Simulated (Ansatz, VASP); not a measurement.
# One calculation of Al, two programs

Contents of INCAR:

```
PREC     = Accurate       # precision mode
ENCUT    = 520            # plane-wave cutoff, eV
EDIFF    = 1E-6           # SCF threshold, eV
ISMEAR   = 0              # smearing method
SIGMA    = 0.15           # smearing width, eV
LREAL    = False          # projectors in reciprocal space
LASPH    = True           # aspherical terms in the spheres
NELM     = 100            # most SCF steps
ALGO     = Fast           # electronic algorithm
ISIF     = 2              # what is computed and relaxed
LWAVE    = False          # write WAVECAR
LCHARG   = False          # write CHGCAR
GGA      = PE             # functional
IVDW     = 12             # dispersion correction
NBANDS   = 8              # bands
```

KPOINTS

```
regular mesh
0
Gamma
  20 20 20
```

File POSCAR:

```
Al
1.0
    0.0000000000      2.0543397000      2.0239800000
    2.0543397000      0.0000000000      2.0239800000
    2.0543397000      2.0543397000      0.0000000000
Al
1
Direct
    0.0000000000      0.0000000000      0.0000000000
```

Input for Ansatz:

```yaml
crystal:
  lattice:
    - [0.0, 2.0543397, 2.02398]
    - [2.0543397, 0.0, 2.02398]
    - [2.0543397, 2.0543397, 0.0]
  atoms:
    - { symbol: Al, position: [0.0, 0.0, 0.0] }
basis:
  ecutwfc: 420
kpoints:
  mp_grid: { grid: [20, 20, 20] }
hamiltonian:
  xc: pbe
  dispersion: d3bj
scf:
  occupations: { method: gaussian, width: 0.15 }
output:
  forces: true
  stress: true
  eigenvalues: true
```

Change from the starting cell: strain +0.015 along x and y, +0.000 along z, atoms carried along.

Alike in both runs: task single point; functional PBE; dispersion D3(BJ); k mesh 20 × 20 × 20; occupations gaussian, width 0.15 eV; no spin polarisation.

```csv
,VASP,Ansatz
version,VASP 6.6.1,Ansatz 0.2.0
potentials or method,"VASP PAW PBE potentials, release 64 (Al)","scalar-relativistic, plane waves, PAW"
plane-wave cutoff (eV),520,420
valence electrons in the cell,3,3
```

Ansatz gave:

| Quantity | Value |
| --- | --- |
| gap on the k mesh at the Fermi level (eV) | none |
| pressure (GPa) | -5.6 |

**Question.** Which values does VASP return?

**Answer.** gap on the k mesh at the Fermi level (eV): none; pressure (GPa): -5.7.

A gap of «none» marks a metal or a gap that the smearing closes.

Caveats: pairwise dispersion overbinds metals, which lowers pressure and volume.
